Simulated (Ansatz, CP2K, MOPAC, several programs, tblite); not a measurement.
Energy against volume for SnO (CsCl type), at fixed shape and fractional coordinates, computed by several methods (PBE and r2SCAN, where shown, with plane waves in Ansatz); the cell shown is that of r2SCAN. Space group Pm-3m (No. 221), cubic; a = 3.103 Å in the conventional setting, 14.94 Å³ an atom. Around Sn lie 8 O at 2.69 Å; around O lie 8 Sn at 2.69 Å. No spin polarisation. The prototype was imposed, so other structures may be more stable. Energies count from each curve's lowest point; fits are third-order Birch-Murnaghan.

```
Sn O
1.0
     3.10341    0.00000    0.00000
     0.00000    3.10341    0.00000
     0.00000    0.00000    3.10341
Sn O
1 1
Direct
  0.00000 0.00000 0.00000
  0.50000 0.50000 0.50000
```

PBE/SZV (CP2K), on the shape of the cell shown:
```csv
V (Å³/atom),E (meV/atom)
13.151,414.26
14.048,222.45
14.945,100.80
15.841,31.01
16.738,0.00
```
The lowest point is an end point, so the minimum isn't bracketed.

GFN1-xTB (tblite), on the shape of the cell shown, as a cluster of 54 atoms at the zone centre:
```tsv
V (Å³/atom)	E (meV/atom)
13.151	0.00
14.048	98.43
14.945	240.93
15.841	412.46
16.738	600.41
```
The lowest point is an end point, so the minimum isn't bracketed.

PM7 (MOPAC), on the shape of the cell shown, as a cluster of 54 atoms at the zone centre:
```csv
V (Å³/atom),E (meV/atom)
13.151,0.00
14.048,197.16
14.945,404.26
15.841,621.40
16.738,858.24
```
The lowest point is an end point, so the minimum isn't bracketed.

**Question.** r2SCAN, on the shape of its own relaxed cell, gives
```
V (Å³/atom)  E (meV/atom)
     14.048         22.09
     14.496          5.47
     14.945          0.00
     15.393          3.95
     15.841         15.91
```
What equilibrium volume and bulk modulus follow?

**Answer.** V₀ = 14.97 Å³ an atom and B₀ = 111 GPa.

light PBE (260 eV, its own mesh), on the shape of the cell shown:

| V (Å³/atom) | E (meV/atom) |
| --- | --- |
| 13.749 | 92.10 |
| 14.347 | 51.41 |
| 14.945 | 0.00 |
| 15.542 | 2.51 |
| 16.140 | 21.49 |
| 16.738 | 51.67 |

The points scatter about a smooth fit, as a low cutoff and a light mesh can make them, so no fit is quoted.
